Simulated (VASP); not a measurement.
# Bi2Te3 (Tellurobismuthite) (R-3m) in VASP: further runs, part 2 of 2

VASP 6.6.1. Earlier steps stand in the parts before.

## 5. Relaxation of cell and atoms, PBEsol

Contents of INCAR:

```
ALGO = Normal
EDIFF = 1E-6
EDIFFG = -0.01
ENCUT = 600
GGA = PS
IBRION = 2
ISIF = 3
ISMEAR = 0
KPAR = 2
LASPH = T
LCHARG = F
LREAL = F
LWAVE = F
NELM = 80
NSW = 90
PREC = Accurate
SIGMA = 0.03
```

Contents of KPOINTS:

```
k-points
0
Gamma
  9 9 7
```

Contents of POSCAR:

```
Bi2Te3
1.0
    2.1930000000      1.2661291403     10.1656666667
   -2.1930000000      1.2661291403     10.1656666667
    0.0000000000     -2.5322582807     10.1656666667
Bi Te
2 3
Direct
    0.4000000000      0.4000000000      0.4000000000
    0.6000000000      0.6000000000      0.6000000000
    0.0000000000      0.0000000000      0.0000000000
    0.2095000000      0.2095000000      0.2095000000
    0.7905000000      0.7905000000      0.7905000000
```

Potentials or basis: VASP PAW PBE potentials, release 64 (Bi_d, Te).

Launch:

```sh
> cat potpaw_PBE.64/Bi_d/POTCAR potpaw_PBE.64/Te/POTCAR > POTCAR
> mpirun -np 2 vasp_std > vasp.out
```

OUTCAR:

```text
EDIFF = 1E-6
   EDIFFG = -0.01
   ENCUT = 600
   GGA = PS
   IBRION = 2
   ISIF = 3
   ISMEAR = 0
   LASPH = T
   LREAL = F
   NELM = 80
   NSW = 90
   PREC = Accurate

 ion  position               nearest neighbor table
   1  0.400  0.400  0.400-   5 3.07   5 3.07   5 3.07   3 3.25   3 3.25   3 3.25
   2  0.600  0.600  0.600-   4 3.07   4 3.07   4 3.07   3 3.25   3 3.25   3 3.25
   3  0.000  0.000  0.000-   2 3.25   1 3.25   2 3.25   2 3.25   1 3.25   1 3.25
   4  0.209  0.209  0.209-   2 3.07   2 3.07   2 3.07   5 3.64   5 3.64   5 3.64
   5  0.791  0.791  0.791-   1 3.07   1 3.07   1 3.07   4 3.64   4 3.64   4 3.64

  LATTYP: Found a trigonal (rhomboedric) cell.
 ALAT       =    10.4763118882
 COS(alpha) =     0.9123624111

  Lattice vectors:

 A1 = (   2.1930000000,   1.2661291403,  10.1656666667)
 A2 = (  -2.1930000000,   1.2661291403,  10.1656666667)
 A3 = (   0.0000000000,  -2.5322582807,  10.1656666667)

Analysis of symmetry for initial positions (statically):
=====================================================================
 Subroutine PRICEL returns:
 Original cell was already a primitive cell.

 Routine SETGRP: Setting up the symmetry group for a
 trigonal (rhombohedral) supercell.

[... 203 lines left out ...]
  -------------------------------------------------------------------------------------
  Total       -0.4947896     -0.4947896     -0.7833939      0.0000000      0.0000000      0.0000000
  in kB       -4.6808784     -4.6808784     -7.4111739      0.0000000      0.0000000      0.0000000
  external PRESSURE =      -5.5909769 kB  Pullay stress =       0.0000000 kB
[... 143 lines left out ...]
--------------------------------------- Ionic step        5  -------------------------------------------

 number of electron      47.9999998 magnetization

 Free energy of the ion-electron system (eV)
  ---------------------------------------------------
  ext. energy  EPLUGINS =         0.00000000
  ---------------------------------------------------
  free energy    TOTEN  =       -20.29629489 eV

  energy without entropy =      -20.29629489  energy(sigma->0) =      -20.29629489

 E-fermi :   6.2722     XC(G=0):  -9.5301

 val. band max:        6.1743670004   @ k =   0.0000   0.0000   0.0000
 cond. band min:       6.3701384268   @ k =   0.0000   0.0000   0.0000
 fundamental gap:      0.1957714264
 Fermi energy:         6.2722399938

 k-point     1 :       0.0000    0.0000    0.0000
  band No.  band energies     occupation
      1     -16.9426      2.00000
      2     -16.9426      2.00000
      3     -16.9409      2.00000
      4     -16.9409      2.00000
      5     -16.9339      2.00000
      6     -16.9325      2.00000
[... 733 lines left out ...]
     27       8.2453      0.00000
     28       8.8225      0.00000

 [... further k-points ...]

------------------------ aborting loop because EDIFF is reached ----------------------------------------

  FORCE on cell =-STRESS in cart. coord.  units (eV):
  Direction    XX          YY          ZZ          XY          YZ          ZX
  --------------------------------------------------------------------------------------
  -------------------------------------------------------------------------------------
  Total       -0.0100486     -0.0100486      0.0178066     -0.0000000     -0.0000000      0.0000000
  in kB       -0.0959294     -0.0959294      0.1699915     -0.0000000     -0.0000000      0.0000000
  external PRESSURE =      -0.0072891 kB  Pullay stress =       0.0000000 kB
[... 20 lines left out ...]
  FREE ENERGIE OF THE ION-ELECTRON SYSTEM (eV)
  ---------------------------------------------------
  free  energy   TOTEN  =       -20.2962948938 eV

  energy  without entropy=      -20.2962948924  energy(sigma->0) =      -20.29629489

 reached required accuracy - stopping structural energy minimisation
```

OSZICAR:

```text
N       E                     dE             d eps       ncg     rms          rms(c)
DAV:   1     0.462776525559E+03    0.46278E+03   -0.23682E+04  8960   0.185E+03
DAV:   2     0.340866310772E+02   -0.42869E+03   -0.41849E+03  9376   0.440E+02
DAV:   3    -0.179046158256E+02   -0.51991E+02   -0.49348E+02 11540   0.158E+02
DAV:   4    -0.204319505060E+02   -0.25273E+01   -0.24903E+01 10180   0.340E+01
[... 39 lines left out ...]
DAV:   3    -0.202963679590E+02    0.62478E-03   -0.11231E-03 11400   0.317E-01    0.579E-02
DAV:   4    -0.202962970941E+02    0.70865E-04   -0.27955E-04 12840   0.160E-01    0.277E-02
DAV:   5    -0.202962960032E+02    0.10909E-05   -0.45098E-05 11004   0.578E-02    0.134E-02
DAV:   6    -0.202962950013E+02    0.10019E-05   -0.57997E-06  9868   0.216E-02    0.551E-03
DAV:   7    -0.202962948938E+02    0.10751E-06   -0.37830E-07  5276   0.823E-03
   5 F= -.20296295E+02 E0= -.20296295E+02  d E =-.359261E-03
```

CONTCAR:

```text
Bi2Te3
   1.00000000000000
     2.1915187038212158    1.2652739135527076   10.0874761040470293
    -2.1915187038212158    1.2652739135527076   10.0874761040470293
     0.0000000000000000   -2.5305478272045772   10.0874761040469334
  Bi              Te
     2     3
Direct
     0.3999761843738528    0.3999761843738528    0.3999761843738528
     0.6000238156261472    0.6000238156261472    0.6000238156261472
     1.0000000000000000    1.0000000000000000    1.0000000000000000
     0.2096934897036647    0.2096934897036647    0.2096934897036647
     0.7903065102963354    0.7903065102963354    0.7903065102963354

  0.00000000E+00  0.00000000E+00  0.00000000E+00
  0.00000000E+00  0.00000000E+00  0.00000000E+00
  0.00000000E+00  0.00000000E+00  0.00000000E+00
  0.00000000E+00  0.00000000E+00  0.00000000E+00
  0.00000000E+00  0.00000000E+00  0.00000000E+00
```

Wall time 1.6 h (2 MPI ranks of Intel Xeon Platinum 8559C (Emerald Rapids), shared host); peak memory 1.8 GiB.

What came out:

```yaml
Free_energy: -20.2963 eV
Relaxed_volume: 33.57 Å³/atom
Relaxed_cell: a = 10.400 Å, b = 10.400 Å, c = 10.400 Å, α = 24.33°, β = 24.33°, γ = 24.33°
Space_group_after_relaxing_to_0.05_Å: R-3m (No. 166)
Energy_gained_by_relaxing: 0.8 meV/atom
Ionic_steps: 5
Pressure_after_relaxing: 0.0 GPa
Largest_force_after_relaxing: 0.008 eV/Å
Band_gap_on_the_k_mesh: 0.20 eV, direct
```

Forces on the atoms (eV/Å):
```
Bi   0.000  0.000 -0.008
Bi   0.000  0.000  0.008
Te   0.000  0.000  0.000
Te   0.000  0.000  0.004
Te   0.000  0.000 -0.004
```

The path:
```
step  energy change (eV)  largest force (eV/Å)  pressure (GPa)  volume (Å³)
   1              0.0000                0.1059           -0.56       169.36
   2             -0.0020                0.0469            0.44       166.48
   3             -0.0036                0.0167            0.02       167.62
   4             -0.0038                0.0129            0.02       167.68
   5             -0.0039                0.0077            0.00       167.83
```

Final structure:
```cif
data_structure
_symmetry_space_group_name_H-M 'P 1'
_symmetry_Int_Tables_number 1
_cell_length_a 10.4000
_cell_length_b 10.4000
_cell_length_c 10.4000
_cell_angle_alpha 24.329
_cell_angle_beta 24.329
_cell_angle_gamma 24.329
_cell_volume 167.83
loop_
_atom_site_label
_atom_site_type_symbol
_atom_site_fract_x
_atom_site_fract_y
_atom_site_fract_z
_atom_site_occupancy
Bi1 Bi 0.39998 0.39998 0.39998 1
Bi2 Bi 0.60002 0.60002 0.60002 1
Te1 Te 0.00000 0.00000 0.00000 1
Te2 Te 0.20969 0.20969 0.20969 1
Te3 Te 0.79031 0.79031 0.79031 1
```

Levels at points of the mesh, in eV from the valence-band top:
```tsv
k point	band 22	band 23	band 24	band 25	band 26	band 27
(0.00, 0.00, 0.00)	-0.89	-0.89	0.00	0.20	0.61	0.61
```

Caveat: the PAW data sets were made with another functional, which shifts forces and pressure a little; spin-orbit coupling is left out, which as a rule narrows the gap of such compounds by several tenths of an eV; an odd mesh through Γ misses points on the zone boundary, where band edges often lie. A hybrid or GW would open this gap; PBEsol tends to underestimate it.
